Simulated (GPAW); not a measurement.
Set up this calculation in GPAW 26.7.0, as an ASE script.

```
Task                : equation of state
Functional          : PBE
Potentials or basis : GPAW PAW data sets (gpaw-data 1.2.1)
Cutoff              : 600 eV
Basis               : pw
k mesh              : 6 × 6 × 6
Occupations         : fermi-dirac, width 0.05 eV
Spin                : no spin polarisation
Maxiter             : 150
Eos scales          : [0.94, 0.96, 0.98, 1.0, 1.02, 1.04, 1.06]
```

The system is CdSe.

```
CELL_PARAMETERS angstrom
0.00000 3.07027 3.07027
3.07027 0.00000 3.07027
3.07027 3.07027 0.00000
ATOMIC_POSITIONS crystal
Cd 0.00000 0.00000 0.00000
Se 0.75000 0.75000 0.75000
```

Measurements of this composition are mostly on another form, of space group No. 186.

The input as run:

run.py

```python
from ase.eos import EquationOfState
from ase.io import Trajectory
from ase.spacegroup import crystal
from ase.units import GPa
from gpaw import GPAW, PW

# Cd 4a
# Se 4d
atoms = crystal(['Cd', 'Se'],
                basis=[[0.0, 0.0, 0.0],
                       [0.25, 0.25, 0.75]],
                spacegroup=216, setting=1,  # F-43m
                cellpar=[6.1405424, 6.1405424, 6.1405424, 90.0, 90.0, 90.0],
                primitive_cell=True)

traj = Trajectory('eos.traj', 'w')
volumes, energies = [], []
for x in [0.94, 0.96, 0.98, 1.0, 1.02, 1.04, 1.06]:
    a = atoms.copy()
    a.set_cell(atoms.cell * x**(1 / 3), scale_atoms=True)
    calc = GPAW(mode=PW(600),
                xc='PBE',
                kpts={'size': (6, 6, 6), 'gamma': True},
                occupations={'name': 'fermi-dirac', 'width': 0.05},
                nbands=18,
                convergence={'density': 1e-05, 'energy': 1e-05},
                maxiter=150,
                txt=f'eos-{x:.2f}.txt')
    a.calc = calc
    energies.append(a.get_potential_energy(force_consistent=True))
    volumes.append(a.get_volume())
    p = -a.get_stress()[:3].mean() / GPa
    calc.write(f'eos-{x:.2f}.gpw')
    traj.write(a)
    print(f'{x:.2f} {volumes[-1]:10.4f} A^3 {energies[-1]:14.6f} eV {p:9.3f} GPa', flush=True)

v0, e0, B = EquationOfState(volumes, energies, eos='birchmurnaghan').fit()
print(f'V0 = {v0:.4f} A^3, E0 = {e0:.6f} eV, B0 = {B / GPa:.2f} GPa')
```

Potentials or basis: GPAW PAW data sets (gpaw-data 1.2.1), pw.

The run is started by

```bash
$ OMP_NUM_THREADS=1 python run.py
```

Results of the run:

```
Equilibrium volume                      : 29.61 Å³/atom
Bulk modulus                            : 45 GPa
Pressure derivative of the bulk modulus : 4.7
```

Wall time 51 s on 1 thread of Intel(R) Xeon(R) 6975P-C (Granite Rapids), on a shared host, peak memory 0.25 GiB.
